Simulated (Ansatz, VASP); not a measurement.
**One calculation of Ga, two programs**

```
CELL_PARAMETERS angstrom
2.78640 0.00000 0.00000
0.00000 2.78640 0.00000
0.00000 0.00000 2.78640
ATOMIC_POSITIONS crystal
Ga 0.00000 0.00000 0.00000
```

Alike in both runs: task single point; functional revPBE; k mesh 13 × 13 × 13; occupations fermi-dirac, width 0.1 eV; no spin polarisation.

|  | VASP | Ansatz |
| --- | --- | --- |
| version | VASP 6.6.1 | Ansatz 0.2.0 |
| potentials or method | VASP PAW PBE potentials, release 64 (Ga_d) | plane waves (420 eV) with PAW, scalar-relativistic |
| plane-wave cutoff (eV) | 520 | 420 |
| valence electrons in the cell | 13 | 13 |

|  | VASP | Ansatz | Ansatz less VASP |
| --- | --- | --- | --- |
| pressure (GPa) | -1.5 | -1.6 | -0.13 |

Caveats: the PAW data sets were made with another functional, which shifts forces and pressure a little (VASP).
